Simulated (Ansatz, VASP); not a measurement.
# One calculation of Sc, two programs

File INCAR:

```
SYSTEM = Sc
  PREC = Accurate
  ENCUT = 520
  EDIFF = 1E-7
  ISMEAR = 0
  SIGMA = 0.1
  LREAL = .False.
  LASPH = .True.
  NELM = 80
  ALGO = Fast
  ISIF = 2
  LWAVE = .False.
  LCHARG = .False.
  GGA = PS
  NBANDS = 18
```

File KPOINTS:

```
regular mesh
0
Gamma
  6 6 4
  0 0 0
```

POSCAR

```
Sc
1.0
    3.3272063044      0.0000000000      0.0000000000
   -1.6636031522      2.8814451832      0.0000000000
    0.0000000000      0.0000000000      5.1660570942
Sc
2
Direct
    0.3333333333      0.6666666667      0.2500000000
    0.6666666667      0.3333333333      0.7500000000
```

Input for Ansatz:

```yaml
crystal:
  lattice:
    - [3.3272063044, 0.0, 0.0]
    - [-1.6636031522, 2.8814451832, 0.0]
    - [0.0, 0.0, 5.1660570942]
  atoms:
    - { symbol: Sc, position: [0.3333333333, 0.6666666667, 0.25] }
    - { symbol: Sc, position: [0.6666666667, 0.3333333333, 0.75] }
basis:
  ecutwfc: 420
kpoints:
  mp_grid: { grid: [6, 6, 4] }
hamiltonian:
  xc: pbesol
scf:
  occupations: { method: gaussian, width: 0.1 }
output:
  forces: true
  stress: true
  eigenvalues: true
```

Alike in both runs: task single point; functional PBEsol; k mesh 6 × 6 × 4; occupations gaussian, width 0.1 eV; no spin polarisation.

|  | VASP | Ansatz |
| --- | --- | --- |
| version | VASP 6.6.1 | Ansatz 0.2.0 |
| potentials or method | VASP PAW PBE potentials, release 64 (Sc_sv) | scalar-relativistic, plane waves, PAW |
| plane-wave cutoff (eV) | 520 | 420 |
| valence electrons in the cell | 22 | 22 |

|  | VASP | Ansatz | Ansatz less VASP |
| --- | --- | --- | --- |
| gap on the k mesh at the Fermi level (eV) | none | none | - |
| pressure (GPa) | -2.6 | -2.6 | +0.01 |
| largest component of the traceless stress (GPa) | 0.50 | 0.50 | +0.003 |

A gap of «none» marks a metal or a gap that the smearing closes.

Caveats: the k mesh is coarse (spacing up to 0.36 Å⁻¹), so the values aren't converged; the PAW data sets were made with another functional, which shifts forces and pressure a little (VASP).
